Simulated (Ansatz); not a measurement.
This cell of BeO (wurtzite) is off equilibrium:

```
CELL_PARAMETERS angstrom
      5.38097     0.00000     0.00000
     -1.34524     2.33003     0.00000
      0.00000     0.00000     4.36988
ATOMIC_POSITIONS crystal
  Be 0.33964 0.33964 0.98198
  Be 0.82702 0.32702 0.02091
  Be 0.16036 0.66036 0.48198
  Be 0.67298 0.67298 0.52091
  O  0.34523 0.34523 0.63329
  O  0.82144 0.32144 0.61421
  O  0.15477 0.65477 0.13329
  O  0.67856 0.67856 0.11421
```

Calculation: r2SCAN (plane waves to 500 eV, PAW, scalar-relativistic; Ansatz, an electronic-structure program). k mesh 7×14×8 (Γ-centred), Fermi-Dirac smearing 0.05 eV. Stress and pressure are positive under compression. BeO was relaxed with its symmetry unable to fall.

Task: What forces act on the atoms (eV/Å, Cartesian)?

Result: 
```csv
atom,Fx,Fy,Fz
Be1,-0.339,-0.196,1.877
Be2,0.492,0.284,-1.080
Be3,0.339,0.196,1.877
Be4,-0.492,-0.284,-1.080
O5,-1.321,-0.763,-1.691
O6,1.499,0.866,0.894
O7,1.321,0.763,-1.691
O8,-1.499,-0.866,0.894
```

Task: Give the stress tensor in GPa and the pressure.

Result: 
```
    2.5     -1.2      0.0
   -1.2      3.9      0.0
    0.0      0.0      7.3
```
The pressure, a third of the trace, is 4.6 GPa.

(For displaced atoms, the force is minus the slope of the energy, and its curvature is a force constant, which sets phonon frequencies.)
